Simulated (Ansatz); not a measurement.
**Tin, omega (AlB2-type) under revPBE: ground state and equation of state**

The plan for tin in the omega (AlB2-type) structure: relax it, solve it on a dense k-mesh, then scale the cell to 7 volumes from 88 to 112 % of the relaxed one and try a fit of the equation of state. Spin polarisation is left out. The k-meshes are 7×7×10 for the relaxation; 9×9×13 for the dense run; 8×8×11 for the volumes.

Program: Ansatz 0.2.0. Level of theory: DFT revPBE, plane waves (420 eV) with PAW, scalar-relativistic; PAW files made under PBE, frozen cores solved again for the functional. These are calculated values, not measurements.

### Step 1. The starting structure

Symmetry: P6/mmm, No. 191, hexagonal system. Conventional cell: a = 5.411 Å, b = 5.411 Å, c = 3.317 Å, α = 90.00°, β = 90.00°, γ = 120.00°. Sn (site symmetry 6/mmm) has 14 Sn at 3.32 to 3.54 Å as nearest neighbours. Sn (site symmetry -6m2) is surrounded by 11 Sn at 3.12 to 3.54 Å.

As a file:

```
Sn
1.0
     5.41098    0.00000    0.00000
    -2.70549    4.68605    0.00000
     0.00000    0.00000    3.31693
Sn
3
Direct
  0.00000 0.00000 0.00000
  0.33333 0.66667 0.50000
  0.66667 0.33333 0.50000
```

### Step 2. Geometry optimisation

input.yaml

```yaml
crystal:
  lattice:
    - [5.410984979, 0.0, 0.0]
    - [-2.7054924895, 4.6860504513, 0.0]
    - [0.0, 0.0, 3.3169337921]
  atoms:
    - { symbol: Sn, position: [0.0, 0.0, 0.0] }
    - { symbol: Sn, position: [0.3333333333, 0.6666666667, 0.5] }
    - { symbol: Sn, position: [0.6666666667, 0.3333333333, 0.5] }
hamiltonian:
  xc: revpbe
  pseudopotentials:
    kind: paw
    azcp:
      Sn: "pseudopotentials/Sn.paw.azcp"
basis:
  ecutwfc: 420
  fft_grid_basis: typed
kpoints:
  mp_grid: { grid: [7, 7, 10], shift: [0, 0, 0] }
magnetization:
  spin_polarized: false
scf:
  occupations: { method: fermi_dirac, width: 0.1 }
relax:
  max_steps: 60
  f_tol: 0.01
  cell: {}
```

Output, shortened:

```text
Warning: RAYON_NUM_THREADS=2 ignored (pool sized by the plan → 2); use --threads N
[...]
Pseudopotentials: kind: paw
Pseudopotential: Sn, paw, valence charge 14, recommended cutoff 420 eV (normal), <dir>
Functional definition: revPBE
[...]
Crystal: 3 atoms, lattice volume = 84.105 Å³
Basis set: ecut = 420 eV, 1661 PW (Γ), exchange–correlation on 80×80×48 points (8 copies of the dense FFT grid, shifted against one another)
Bands: 26, of which v1, the nominal top of the filled ones, is band 21 counted from 1 (20 counted from 0)
Symmetry: 24 space group operations
Space group: P6/mmm (ITA 191), of the structure as read, at distance tolerance 4.4e-5 Å
k-points: 48 of 490
[...]
SCF iter   1: F=—  HF=-18090.691710 eV  |F-HF|=—  |Δ(HF+E_count)|=         —  Δρ=2.27e-3  dr2=2.42e-3  ethr=1.77e-3  ⟨swp⟩=6.4  Hψ=5664  notcnv=0
[...]
relax step   1: F+E_penalty+E_count = -18090.68944356 eV  Δ(F+E_penalty+E_count) = +0.000e0 eV  max|allowed force component| = 2.621e-17 eV/Å  Δτ_max = 0.0000 Å  P = +0.714 GPa  Ω = 84.105 Å³  (6 SCF iters, dr2 threshold 1.00e-7 eV, accepted)
[...]
relax step   3: F+E_penalty+E_count = -18090.69240446 eV  Δ(F+E_penalty+E_count) = -1.195e-4 eV  max|allowed force component| = 4.009e-17 eV/Å  Δτ_max = 0.0000 Å  P = -0.008 GPa  Ω = 85.462 Å³  energy of the carried Pulay correction = -2.845e-4 eV  (3 SCF iters, dr2 threshold 6.74e-8 eV, accepted)
[...]
relax step   4: F+E_penalty+E_count = -18090.69269310 eV  Δ(F+E_penalty+E_count) = -2.886e-4 eV  max|allowed force component| = 4.472e-17 eV/Å  Δτ_max = 0.0000 Å  P = -0.009 GPa  Ω = 85.462 Å³  stress off target by 4.82e-2 GPa  SCF on the basis re-selected at this cell (its energy is not [...]
SCF converged after 5 iterations
Free energy (F): -18090.692693 eV
[...]
E sigma→0 (E₀):  -18090.663574 eV
Entropy (-TS):   -0.058238 eV (-19.413 meV/atom)
Fermi energy:    10.346616 eV
[...]
--- Forces (eV/Å), atoms counted from 1 ---
  atom   1  Sn    -0.00000000     0.00000000     0.00000000
  atom   2  Sn     0.00000000    -0.00000000     0.00000000
  atom   3  Sn    -0.00000000     0.00000000    -0.00000000
[...]
--- Stress (GPa, compression-positive) ---
        0.010879       0.000000      -0.000000
       -0.000000       0.010879       0.000000
       -0.000000       0.000000      -0.048237
  P = ⅓ Tr σ = -0.0088 GPa (-0.088 kbar)
--- Relaxed structure (3 steps of the walk, 3 accepted, 1 SCFs on fresh bases) ---
  F+E_penalty+E_count = -18090.69269310 eV   max|allowed force component| = 4.472e-17 eV/Å   (the final SCF, on the basis selected at the relaxed cell)
  cell:  # Å, volume = 85.4624 Å³
    - [5.448420478484384, 0.0, 0.0]
    - [-2.724210239242192, 4.718470544866843, 0.0]
    - [0.0, 0.0, 3.3243236039816306]
  atoms:
    - { symbol: Sn, position: [2.7558825019958667e-35, 1.0132098112883951e-35, 0.0] }
    - { symbol: Sn, position: [0.3333333333333333, 0.6666666666666666, 0.5] }
    - { symbol: Sn, position: [0.6666666666666666, 0.3333333333333333, 0.5] }
```

Wall time 8.2 s (2 threads of Intel Xeon Platinum 8259CL at 2.50GHz (Skylake/Cascade Lake), shared host); peak memory 0.47 GiB.

The steps of the relaxation:

| step | energy change (meV/atom) | largest force (eV/Å) | pressure (GPa) | volume (Å³/atom) |
| --- | --- | --- | --- | --- |
| 1 | 0.00 | 0.0000 | 0.71 | 28.035 |
| 2 | -0.95 | 0.0000 | -0.08 | 28.538 |
| 3 | -0.99 | 0.0000 | -0.01 | 28.487 |
| 4 | -1.08 | 0.0000 | -0.01 | 28.487 |

Steps that repeat a cell are solved on a basis chosen anew, so their changes of energy are no gain of the relaxation.

Changes in the cell that was computed:

|  | before | after | change |
| --- | --- | --- | --- |
| a (Å) | 5.411 | 5.448 | +0.7 % |
| b (Å) | 5.411 | 5.448 | +0.7 % |
| c (Å) | 3.317 | 3.324 | +0.2 % |
| volume (Å³/atom) | 28.035 | 28.487 | +1.6 % |
| shortest distance (Å) | 3.124 | 3.146 | +0.7 % |
| space group (spins left aside) | P6/mmm | P6/mmm | same |

### Step 3. Dense single point

input.yaml

```yaml
crystal:
  lattice:
    - [5.4484204785, 0.0, 0.0]
    - [-2.7242102392, 4.7184705449, 0.0]
    - [0.0, 0.0, 3.324323604]
  atoms:
    - { symbol: Sn, position: [0.0, 0.0, 0.0] }
    - { symbol: Sn, position: [0.3333333333, 0.6666666667, 0.5] }
    - { symbol: Sn, position: [0.6666666667, 0.3333333333, 0.5] }
hamiltonian:
  xc: revpbe
  pseudopotentials:
    kind: paw
    azcp:
      Sn: "pseudopotentials/Sn.paw.azcp"
basis:
  ecutwfc: 420
  fft_grid_basis: typed
kpoints:
  mp_grid: { grid: [9, 9, 13], shift: [0, 0, 0] }
magnetization:
  spin_polarized: false
scf:
  occupations: { method: fermi_dirac, width: 0.1 }
output:
  write_density: true
  write_potential: true
  elf: true
  volumetric_format: npy
```

Output:

```text
Warning: RAYON_NUM_THREADS=2 ignored (pool sized by the plan → 2); use --threads N
Engine: ansatz 0.2.0, x86_64-unknown-linux-gnu
[... 3 set-up lines as earlier in the session ...]
  parameter kappa = 1.245
  parameter beta = 0.06672455060314922
  exchange = pbe_x(kappa = kappa, mu = beta*pi^2/3)
  correlation = pbe_c(beta = beta)
Crystal: 3 atoms, lattice volume = 85.462 Å³
Basis set: ecut = 420 eV, 1661 PW (Γ)
Bands: 26, of which v1, the nominal top of the filled ones, is band 21 counted from 1 (20 counted from 0)
[... 2 set-up lines as earlier in the session ...]
k-points: 84 of 1053
Non-local potential: Sn, projectors of the file, l = 0: 2, l = 1: 2, l = 2: 2, l = 3: 2
PAW form: soft (Blöchl's): semilocal exchange-correlation on the pseudo side does not see the compensation charge
PAW frozen core: Sn, regenerated for the run's functional, and the local potential with it (the file was generated under x = pbe(κ = 0.804, μ = 0.2195149727645171), c = pbe(β = 0.06672455060314922))
PAW one-centre angular grid: Sn, 590 points (default); XC on 64 Gauss nodes
Initial density: superposition of atomic densities (neutral atoms: chi_scale 0, normalization atom), corrected by the library's trained network
Initial wavefunctions: pseudopotential atomic-orbital guess
Functional: x = revpbe(κ = 1.245, μ = 0.2195149727645171), c = pbe(β = 0.06672455060314922)
SCF iter   1: F=—  HF=-18090.721267 eV  |F-HF|=—  |Δ(HF+E_count)|=         —  Δρ=2.20e-3  dr2=2.27e-3  ethr=1.77e-3  ⟨swp⟩=6.3  Hψ=9770  notcnv=0
preconditioner: auto → Kerker (q_TF=auto, 2.424 Å⁻¹)  [metal: Δε(μ)=0.021 eV  Ē_g=19.417 eV  σ=0.100 eV  W_gap=0.05  n_scr=26 (ndim 8)  ℏωp=26.0 eV  f_vac=0.000  D(μ)=1.28/eV (n_scr^D=6)]
SCF iter   2: F=—  HF=-18090.718937 eV  |F-HF|=—  |Δ(HF+E_count)|=   2.33e-3  Δρ=8.83e-4  dr2=5.34e-4  ethr=5.40e-6  ⟨swp⟩=2.1  Hψ=4620  notcnv=0
SCF iter   3: F=—  HF=-18090.719058 eV  |F-HF|=—  |Δ(HF+E_count)|=   1.21e-4  Δρ=4.25e-4  dr2=1.46e-4  ethr=1.27e-6  ⟨swp⟩=1.1  Hψ=2183  notcnv=0
SCF iter   4: F=—  HF=-18090.719081 eV  |F-HF|=—  |Δ(HF+E_count)|=   2.26e-5  Δρ=6.44e-5  dr2=3.97e-6  ethr=3.48e-7  ⟨swp⟩=2.0  Hψ=2693  notcnv=0
SCF iter   5: F=—  HF=-18090.719078 eV  |F-HF|=—  |Δ(HF+E_count)|=   2.66e-6  Δρ=1.66e-5  dr2=2.61e-7  ethr=9.46e-9  ⟨swp⟩=2.9  Hψ=3997  notcnv=0
SCF iter   6: F=-18090.719078 eV  HF=-18090.719078 eV  |F-HF|=7.17e-10  |Δ(HF+E_count)|=   4.93e-8  Δρ=4.46e-6  dr2=1.76e-8  ethr=2.38e-10  ⟨swp⟩=4.5  Hψ=7995  notcnv=0
SCF 1 converged in 6 iterations: F = -18090.719078 eV  dr2 = 1.76e-8
SCF converged after 6 iterations
Free energy (F): -18090.719078 eV
Harris-Foulkes:  -18090.719078 eV  (|F-HF|=7.17e-10)
Internal energy: -18090.674620 eV  (E = F + TS)
E sigma→0 (E₀):  -18090.696849 eV
Entropy (-TS):   -0.044458 eV (-14.819 meV/atom)
Fermi energy:    10.289017 eV
--- Per-component energies (eV) ---
  E_band       = -267.878916
  E_kinetic    = 555.507414
  E_local      = -2578.646436  (includes V_loc(G=0)·N_el)
  E_nonlocal   = -99.576472
  E_hartree    = 1599.932524
  E_xc         = -1148.879019
  E_vxc        = -285.974583  (∫ρ·V_xc dr)
  E_paw        = -12422.044023  (= ΣΔE_a)
  E_vpaw       = -1059.058993  (= ΣTr[D̂ρ^β])
  E_aug_tail   = -0.000001  (compensation charges beyond the density's cutoff)
  E_ewald      = -3997.025660
  E_core_change = 0.057053  (= ΣΔE_core)
  E_smearing   = -0.044458  (= −TS)
  E_closure    = -0.000000  (closes the sum)
  Σ components = -18090.719078   (vs F -18090.719078, Δ=0.00e0)
--- Band table (eV; the first three rows and the last of 84) ---
  k-point 0: bands = ["-11.4576", "-11.3908", "-11.3908", "-11.3500", "-11.3500", "-11.3203", "-11.2362", "-11.2362", "-11.2184", "-11.1820", "-11.1820", "-11.1566", "-11.1566", "-11.1218", "-11.1218", "-0.5081", "4.6922", "5.0431", "7.8384", "7.8384", "7.9775", "7.9775", "13.1381", "16.5742", "17.8587", "17.9156"]
  k-point 1: bands = ["-11.4482", "-11.3915", "-11.3915", "-11.3541", "-11.3541", "-11.3118", "-11.2360", "-11.2360", "-11.2089", "-11.1843", "-11.1843", "-11.1554", "-11.1554", "-11.1244", "-11.1244", "-0.4260", "4.7475", "5.1198", "7.9125", "7.9125", "8.0648", "8.0648", "12.2003", "17.0810", "17.1980", "17.6681"]
  k-point 2: bands = ["-11.4222", "-11.3934", "-11.3934", "-11.3651", "-11.3651", "-11.2881", "-11.2356", "-11.2356", "-11.1903", "-11.1903", "-11.1826", "-11.1529", "-11.1529", "-11.1313", "-11.1313", "-0.1800", "4.8991", "5.3500", "8.1303", "8.1303", "8.3251", "8.3251", "10.6178", "15.5223", "15.6440", "17.0375"]
  k-point 83: bands = ["-11.4042", "-11.4042", "-11.3866", "-11.3866", "-11.3134", "-11.2990", "-11.2323", "-11.2242", "-11.2242", "-11.2049", "-11.2049", "-11.1655", "-11.0792", "-11.0741", "-11.0741", "4.1629", "4.1629", "4.4544", "6.4202", "7.2062", "7.2062", "11.5762", "12.3006", "12.3006", "13.2641", "13.2641"]
```

Run time: 4.3 s. Hardware: 2 threads of Intel Xeon Platinum 8259CL at 2.50GHz (Skylake/Cascade Lake), shared host; peak memory 0.49 GiB.

Density in a lattice plane of the grid's cell (edges 5.45 and 5.45 Å, at 0.500 of the third edge), which holds Sn.

Values in e/Å³, 12 rows by 12 columns:
```
 0.13  0.11  0.09  0.11  0.20  0.30  0.29  0.19  0.11  0.09  0.11  0.13
 0.10  0.09  0.12  0.27  0.80  1.34  0.74  0.26  0.12  0.09  0.10  0.11
 0.09  0.11  0.27  1.28  5.94  5.94  1.28  0.27  0.11  0.09  0.09  0.09
 0.11  0.20  0.80  5.94 14.60  6.18  0.74  0.19  0.12  0.11  0.12  0.11
 0.17  0.30  1.34  5.94  6.18  1.49  0.29  0.17  0.19  0.27  0.26  0.19
 0.20  0.29  0.74  1.28  0.74  0.29  0.20  0.29  0.74  1.28  0.74  0.29
 0.17  0.19  0.26  0.27  0.19  0.17  0.29  1.49  6.18  5.94  1.34  0.30
 0.11  0.11  0.12  0.11  0.12  0.19  0.74  6.18 14.60  5.94  0.80  0.20
 0.09  0.09  0.09  0.09  0.11  0.27  1.28  5.94  5.94  1.28  0.27  0.11
 0.10  0.11  0.10  0.09  0.12  0.26  0.74  1.34  0.80  0.27  0.12  0.09
 0.13  0.13  0.11  0.09  0.11  0.19  0.29  0.30  0.20  0.11  0.09  0.11
 0.16  0.13  0.10  0.09  0.11  0.17  0.20  0.17  0.11  0.09  0.10  0.13
```
Columns run along the first of these edges and rows up along the second, over one cell in 12 and 12 even steps from the bottom left corner. Atoms in the plane (fractional): Sn at (0.33, 0.67), Sn at (0.67, 0.33).

ELF in the same plane.

Ten even steps from '0' (0.00) to '9' (0.45):
```
776544567899998764445677
665445688777778765445666
554457777777777765445565
444677775445777764444554
446777631013677764444444
567776300003777765555555
788774000025778776677766
898763000257789888777888
998764324677999877777789
998777677789998777677789
998777777899977642346789
888877788898775200036789
766777667787752000047788
555555556777730000367776
444444446777631013677764
445544446777754457777644
556554456777777777775445
666654456787777788654456
777654446789999876544567
777654456899999865445677
```
Columns run along the first of these edges and rows up along the second, over one cell in 24 and 20 even steps from the bottom left corner. Atoms in the plane (fractional): Sn at (0.33, 0.67), Sn at (0.67, 0.33).

Both are smooth fields of the valence electrons: close to the nuclei they are not physical.

### Step 4. At 88 % of the relaxed volume

input.yaml, as its differences from that of step 3:

```diff
@@ -2,5 +2,5 @@
   lattice:
-    - [5.4484204785, 0.0, 0.0]
-    - [-2.7242102392, 4.7184705449, 0.0]
-    - [0.0, 0.0, 3.324323604]
+    - [5.221134014, 0.0, 0.0]
+    - [-2.610567007, 4.5216346927, 0.0]
+    - [0.0, 0.0, 3.1856460255]
   atoms:
@@ -19,3 +19,3 @@
 kpoints:
-  mp_grid: { grid: [9, 9, 13], shift: [0, 0, 0] }
+  mp_grid: { grid: [8, 8, 11], shift: [0, 0, 0] }
 magnetization:
@@ -24,3 +24,5 @@
   occupations: { method: fermi_dirac, width: 0.1 }
+  lower_state_search: "off"
 output:
+  stress: true
   write_density: true
```

Output, shortened:

```text
Warning: RAYON_NUM_THREADS=2 ignored (pool sized by the plan → 2); use --threads N
[...]
[... 3 set-up lines as earlier in the session ...]
[...]
Crystal: 3 atoms, lattice volume = 75.207 Å³
Basis set: ecut = 420 eV, 1469 PW (Γ)
Bands: 26, of which v1, the nominal top of the filled ones, is band 21 counted from 1 (20 counted from 0)
[... 1 set-up line as earlier in the session ...]
Space group: P6/mmm (ITA 191), of the structure as read, at distance tolerance 4.2e-5 Å
k-points: 60 of 704
[...]
SCF iter   1: F=—  HF=-18090.449409 eV  |F-HF|=—  |Δ(HF+E_count)|=         —  Δρ=2.55e-3  dr2=2.64e-3  ethr=1.77e-3  ⟨swp⟩=6.4  Hψ=7046  notcnv=0
[...]
SCF iter   6: F=-18090.447012 eV  HF=-18090.447012 eV  |F-HF|=5.34e-9  |Δ(HF+E_count)|=   2.55e-8  Δρ=4.52e-6  dr2=1.57e-8  ethr=2.38e-10  ⟨swp⟩=10.3  Hψ=10893  notcnv=0
[...]
SCF converged after 6 iterations
Free energy (F): -18090.447012 eV
[...]
E sigma→0 (E₀):  -18090.414041 eV
Entropy (-TS):   -0.065942 eV (-21.981 meV/atom)
Fermi energy:    12.184729 eV
[...]
--- Stress (GPa, compression-positive) ---
        9.225431       0.000000      -0.000000
       -0.000000       9.225431       0.000000
       -0.000000       0.000000       5.410219
  P = ⅓ Tr σ = 7.9537 GPa (79.537 kbar)
--- Band table (eV; the first three rows and the last of 60) ---
  k-point 0: bands = ["-9.5985", "-9.4983", "-9.4763", "-9.4763", "-9.4270", "-9.4270", "-9.3832", "-9.3832", "-9.3614", "-9.3024", "-9.3024", "-9.2751", "-9.2751", "-9.2074", "-9.2074", "0.4743", "6.7188", "7.0556", "9.3445", "9.3445", "9.4767", "9.4767", "15.3137", "18.8940", "21.0233", [...]
[...]
```

Wall time 3.5 s (2 threads of Intel Xeon Platinum 8259CL at 2.50GHz (Skylake/Cascade Lake), shared host); peak memory 0.45 GiB.

### Step 5. At 92 % of the relaxed volume

input.yaml, as its differences from that of step 4:

```diff
@@ -2,5 +2,5 @@
   lattice:
-    - [5.221134014, 0.0, 0.0]
-    - [-2.610567007, 4.5216346927, 0.0]
-    - [0.0, 0.0, 3.1856460255]
+    - [5.2990728779, 0.0, 0.0]
+    - [-2.649536439, 4.5891317288, 0.0]
+    - [0.0, 0.0, 3.233199992]
   atoms:
```

Output, shortened:

```text
Warning: RAYON_NUM_THREADS=2 ignored (pool sized by the plan → 2); use --threads N
[...]
[... 3 set-up lines as earlier in the session ...]
[...]
Crystal: 3 atoms, lattice volume = 78.625 Å³
Basis set: ecut = 420 eV, 1529 PW (Γ)
Bands: 26, of which v1, the nominal top of the filled ones, is band 21 counted from 1 (20 counted from 0)
[... 1 set-up line as earlier in the session ...]
Space group: P6/mmm (ITA 191), of the structure as read, at distance tolerance 4.3e-5 Å
k-points: 60 of 704
[...]
SCF iter   1: F=—  HF=-18090.584256 eV  |F-HF|=—  |Δ(HF+E_count)|=         —  Δρ=2.47e-3  dr2=2.74e-3  ethr=1.77e-3  ⟨swp⟩=6.3  Hψ=7038  notcnv=0
[...]
SCF iter   6: F=-18090.582064 eV  HF=-18090.582064 eV  |F-HF|=7.13e-9  |Δ(HF+E_count)|=   6.29e-9  Δρ=5.02e-6  dr2=2.18e-8  ethr=2.38e-10  ⟨swp⟩=10.6  Hψ=12126  notcnv=0
[...]
SCF converged after 6 iterations
Free energy (F): -18090.582064 eV
[...]
E sigma→0 (E₀):  -18090.549600 eV
Entropy (-TS):   -0.064927 eV (-21.642 meV/atom)
Fermi energy:    11.481080 eV
[...]
--- Stress (GPa, compression-positive) ---
        5.923694       0.000000       0.000000
        0.000000       5.923694       0.000000
        0.000000       0.000000       2.627647
  P = ⅓ Tr σ = 4.8250 GPa (48.250 kbar)
--- Band table (eV; the first three rows and the last of 60) ---
  k-point 0: bands = ["-10.2618", "-10.1603", "-10.1603", "-10.1493", "-10.1159", "-10.1159", "-10.0433", "-10.0433", "-10.0240", "-9.9736", "-9.9736", "-9.9456", "-9.9456", "-9.8925", "-9.8925", "0.1213", "5.9877", "6.3315", "8.8000", "8.8000", "8.9339", "8.9339", "14.5309", "18.0523", [...]
[...]
```

Run time: 3.8 s. Hardware: 2 threads of Intel Xeon Platinum 8259CL at 2.50GHz (Skylake/Cascade Lake), shared host; peak memory 0.45 GiB.

### Step 6. At 96 % of the relaxed volume

input.yaml, as its differences from that of step 5:

```diff
@@ -2,5 +2,5 @@
   lattice:
-    - [5.2990728779, 0.0, 0.0]
-    - [-2.649536439, 4.5891317288, 0.0]
-    - [0.0, 0.0, 3.233199992]
+    - [5.374784148, 0.0, 0.0]
+    - [-2.687392074, 4.654699612, 0.0]
+    - [0.0, 0.0, 3.2793948044]
   atoms:
@@ -27,5 +27 @@
   stress: true
-  write_density: true
-  write_potential: true
-  elf: true
-  volumetric_format: npy
```

Output, shortened:

```text
Warning: RAYON_NUM_THREADS=2 ignored (pool sized by the plan → 2); use --threads N
[...]
[... 3 set-up lines as earlier in the session ...]
[...]
Crystal: 3 atoms, lattice volume = 82.044 Å³
Basis set: ecut = 420 eV, 1625 PW (Γ)
Bands: 25, of which v1, the nominal top of the filled ones, is band 21 counted from 1 (20 counted from 0)
[... 2 set-up lines as earlier in the session ...]
k-points: 60 of 704
[...]
SCF iter   1: F=—  HF=-18090.659872 eV  |F-HF|=—  |Δ(HF+E_count)|=         —  Δρ=2.10e-3  dr2=2.25e-3  ethr=1.77e-3  ⟨swp⟩=7.9  Hψ=15286  notcnv=0  defer=27
[...]
SCF iter   6: F=-18090.657449 eV  HF=-18090.657448 eV  |F-HF|=2.79e-9  |Δ(HF+E_count)|=   3.44e-8  Δρ=3.92e-6  dr2=1.22e-8  ethr=2.38e-10  ⟨swp⟩=5.0  Hψ=5977  notcnv=0
[...]
SCF converged after 6 iterations
Free energy (F): -18090.657449 eV
[...]
E sigma→0 (E₀):  -18090.625703 eV
Entropy (-TS):   -0.063490 eV (-21.163 meV/atom)
Fermi energy:    10.837679 eV
[...]
--- Stress (GPa, compression-positive) ---
        3.272610       0.000000       0.000000
        0.000000       3.272610       0.000000
        0.000000       0.000000       0.462349
  P = ⅓ Tr σ = 2.3359 GPa (23.359 kbar)
```

It took 3.4 s on 2 threads of Intel Xeon Platinum 8259CL at 2.50GHz (Skylake/Cascade Lake), shared host; peak memory 0.43 GiB.

### Step 7. At 100 % of the relaxed volume

input.yaml, as its differences from that of step 6:

```diff
@@ -2,5 +2,5 @@
   lattice:
-    - [5.374784148, 0.0, 0.0]
-    - [-2.687392074, 4.654699612, 0.0]
-    - [0.0, 0.0, 3.2793948044]
+    - [5.4484204785, 0.0, 0.0]
+    - [-2.7242102392, 4.7184705449, 0.0]
+    - [0.0, 0.0, 3.324323604]
   atoms:
```

Output, shortened:

```text
Warning: RAYON_NUM_THREADS=2 ignored (pool sized by the plan → 2); use --threads N
[...]
[... 3 set-up lines as earlier in the session ...]
[...]
Crystal: 3 atoms, lattice volume = 85.462 Å³
Basis set: ecut = 420 eV, 1661 PW (Γ)
Bands: 25, of which v1, the nominal top of the filled ones, is band 21 counted from 1 (20 counted from 0)
[... 2 set-up lines as earlier in the session ...]
k-points: 60 of 704
[...]
SCF iter   1: F=—  HF=-18090.687619 eV  |F-HF|=—  |Δ(HF+E_count)|=         —  Δρ=2.06e-3  dr2=2.32e-3  ethr=1.77e-3  ⟨swp⟩=7.9  Hψ=15271  notcnv=0  defer=27
[...]
SCF iter   6: F=-18090.685281 eV  HF=-18090.685281 eV  |F-HF|=3.45e-9  |Δ(HF+E_count)|=   2.23e-8  Δρ=4.13e-6  dr2=1.51e-8  ethr=2.38e-10  ⟨swp⟩=4.9  Hψ=5974  notcnv=0
[...]
SCF converged after 6 iterations
Free energy (F): -18090.685281 eV
[...]
E sigma→0 (E₀):  -18090.654307 eV
Entropy (-TS):   -0.061948 eV (-20.649 meV/atom)
Fermi energy:    10.246982 eV
[...]
--- Stress (GPa, compression-positive) ---
        1.136434       0.000000       0.000000
        0.000000       1.136434       0.000000
        0.000000       0.000000      -1.229660
  P = ⅓ Tr σ = 0.3477 GPa (3.477 kbar)
```

It took 3.7 s on 2 threads of Intel Xeon Platinum 8259CL at 2.50GHz (Skylake/Cascade Lake), shared host; peak memory 0.47 GiB.

(Part 1 of 2 ends here.)
